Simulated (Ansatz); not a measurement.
## BaTe: competing structure types

Level of theory: DFT, PBEsol, scalar-relativistic, spin polarisation where moments were expected; plane waves to 420 eV with PAW datasets (Ansatz 0.2.0), Gaussian smearing of 0.05 eV.

3 relaxed cells of BaTe are compared, each from another structure type and at zero pressure. Energies are at 0 K and, with meshes that differ between cells, good to about 5 meV/atom.

```
    start  final group  ΔE (meV/atom)  V (Å³/atom)  gap (eV)  B0 (GPa)  unlike neighbours of Ba  their mean distance (Å)
 rocksalt        Fm-3m              0        41.81      1.46        32                        6                     3.47
NiAs-type     P6_3/mmc             78        42.36      1.59        31                        6                     3.49
 PbO-type        Pm-3m            120        36.02      0.64        36                        8                     3.60
```

Unlike neighbours are counted within 20 % of the shortest unlike distance from the first Ba site.

The lowest is the rocksalt start (final group Fm-3m), 78 meV/atom under the NiAs-type start (final group P6_3/mmc); for scale, kT at 300 K is 26 meV. The bonds lengthen as the coordination of Ba rises (3.48 Å with 6 neighbours, a mean of 2 cells, 3.60 Å with 8 neighbours), since the same electrons are shared among more bonds, and yet the volume falls (42.1, 36.0 Å³/atom), because higher coordination packs the atoms more densely. Some starts (PbO-type to CsCl-type) relaxed away from their type, so their rows describe the final cell.

Pressure favours denser forms. At roughly what pressure would one of these overtake the lowest?

The PbO-type start (final group Pm-3m, that is CsCl-type). Enthalpies E + PV meet where P = ΔE/ΔV = 0.120 eV / (41.81 − 36.02) Å³ × 160.2 GPa Å³/eV ≈ 3.3 GPa. This takes both volumes at zero pressure; it is 10 % of the lower form's bulk modulus, so compression shifts it somewhat. A structure not listed may step in earlier.

Only the structures tried are compared; a structure that wasn't tried may lie lower. The heavy elements are treated without spin–orbit coupling. The PAW datasets were made for PBE. The gaps are differences of one-electron levels.

All runs used the PAW datasets of the set soft_2.
